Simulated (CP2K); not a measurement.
Crystal: ZrS.

```
CELL_PARAMETERS angstrom
3.71231 0.00000 0.00000
1.85616 3.21496 0.00000
1.85616 1.07165 3.03109
ATOMIC_POSITIONS crystal
Zr 0.00000 0.00000 0.00000
S 0.50000 0.50000 0.50000
```

Base run:

| Property | Result |
| --- | --- |
| Program | CP2K 2026.2 |
| Functional | TASK |
| Potentials or basis | POTENTIAL_UZH Zr GTH-SCAN-q12, S GTH-SCAN-q6; TZVP-MOLOPT-SCAN-GTH basis |
| Density cutoff | 9524 eV |
| k mesh | 9 × 9 × 9 |
| Occupations | fermi-dirac, width 0.05 eV |
| Spin | no spin polarisation |

Its results: band gap on the k mesh none (metal or under the smearing width); pressure 4.1 GPa.

Problem. The run is repeated on the same cell with these changes: functional from TASK to r2SCAN; eps_default from 1.0E-10 to 1.0E-9. What comes out?

Solution. Band gap on the k mesh none (metal or under the smearing width); pressure -1.3 GPa.

Caveats: the basis of atomic orbitals isn't converged, which shifts pressures, moduli and gaps; the potentials were made for another functional, which shifts forces and pressure (some runs).

Not every run made on this cell is shown here.
